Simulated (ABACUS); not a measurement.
# Os under changes of volume

One of the cells (13.982 Å³/atom); the others are scaled copies at fixed shape and fractional positions:

```xyz
2
Lattice="2.7341 0.0000 0.0000 -1.3671 2.3678 0.0000 0.0000 0.0000 4.3197" Properties=species:S:1:pos:R:3 pbc="T T T"
Os    1.3671    0.7893    3.2398
Os    0.0000    1.5785    1.0799
```

```yaml
Program: ABACUS 3.10.1
Functional: PBE
Potentials_or_basis: PseudoDojo NC SR 0.4.1 PBE standard
Cutoff: 1007 eV
Density_cutoff: 4027 eV
Basis: plane waves
k_mesh: 11 × 11 × 6
Occupations: fermi-dirac, width 0.05 eV
Spin: no spin polarisation
```

```tsv
volume (Å³/atom)	energy over the lowest point (meV/atom)	pressure (GPa)
13.143	126.86	39.4
13.423	68.39	27.8
13.703	?	?
13.982	6.90	8.2
14.262	0.00	-0.1
14.542	6.74	-7.5
14.821	25.64	-14.0
```

Q: What does the run at 13.703 Å³/atom give?

A: Energy over the lowest point 29.09 meV/atom; pressure 17.4 GPa.

Worked out: A Birch-Murnaghan fit of order 3 (a polynomial in V^(-2/3)) to the other rows has its minimum at 14.26 Å³/atom with B0 = V·E''(V) = 399 GPa and B' = 4.7 at fixed shape and positions, which overstates the stiffness. It gives 29.06 meV/atom at 13.703 Å³/atom, against the run's 29.09, and -dE/dV = 17.4 GPa, against 17.4.

Energies are extrapolated to zero smearing.
